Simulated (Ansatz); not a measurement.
# Mo: the cost of one run

Computed with Ansatz 0.2.0 (DFT PBEsol, scalar-relativistic, plane waves, PAW, unless a step's input says otherwise).

The COD entry's cell or inner coordinates are ideal or old and differ from later refinements, so a difference from it is no clean test against experiment.

## Step 1: Starting point

Symmetry: Im-3m, No. 229, cubic system. Conventional cell: a = 3.142 Å, b = 3.142 Å, c = 3.142 Å, α = 90.00°, β = 90.00°, γ = 90.00°. Mo (site symmetry m-3m) is surrounded by 8 Mo at 2.72 Å.

Structure file:

```cif
data_structure
_symmetry_space_group_name_H-M 'Im-3m'
_symmetry_Int_Tables_number 229
_cell_length_a 3.1420
_cell_length_b 3.1420
_cell_length_c 3.1420
_cell_angle_alpha 90.000
_cell_angle_beta 90.000
_cell_angle_gamma 90.000
_cell_volume 31.02
loop_
_atom_site_label
_atom_site_type_symbol
_atom_site_symmetry_multiplicity
_atom_site_Wyckoff_symbol
_atom_site_fract_x
_atom_site_fract_y
_atom_site_fract_z
_atom_site_occupancy
Mo1 Mo 2 a 0.00000 0.00000 0.00000 1
```

The cell is taken as given, not relaxed at this level.

## Step 2: The reference cell

The reference gives a free energy of -4897.4716 eV, pressure -3.21 GPa, largest force 0.000 eV/Å and gap on the mesh none (metal). It was computed beforehand with the settings of the runs below.

## Step 3: Next: a tetragonal deformation path

At fixed volume and fractional coordinates, lengths along (0.000, 0.000, 1.000) are scaled against those across it; ρ is that ratio over its starting value.

## Step 4: At ρ = 0.707

Input file input.yaml:

```yaml
crystal:
  lattice:
    - [-1.7634766507, 1.7634766507, 1.2467779921]
    - [1.7634766507, -1.7634766507, 1.2467779921]
    - [1.7634766507, 1.7634766507, -1.2467779921]
  atoms:
    - { symbol: Mo, position: [0.0, 0.0, 0.0] }
basis:
  ecutwfc: 420
kpoints:
  mp_grid: { grid: [24, 24, 24] }
hamiltonian:
  xc: pbesol
scf:
  occupations: { method: gaussian, width: 0.15 }
output:
  forces: true
  stress: true
  eigenvalues: true
```

On the command line:

```bash
ansatz run input.yaml --threads 1 --pin off --max-ram 2560MiB --backend cpu --events-out ev --progress --plain --runs-dir out
```

**Question.** How long does this run take on 1 thread of Arm Neoverse V1, shared host, and how much memory does it need?

About 12 s, with a peak of 0.45 GiB.
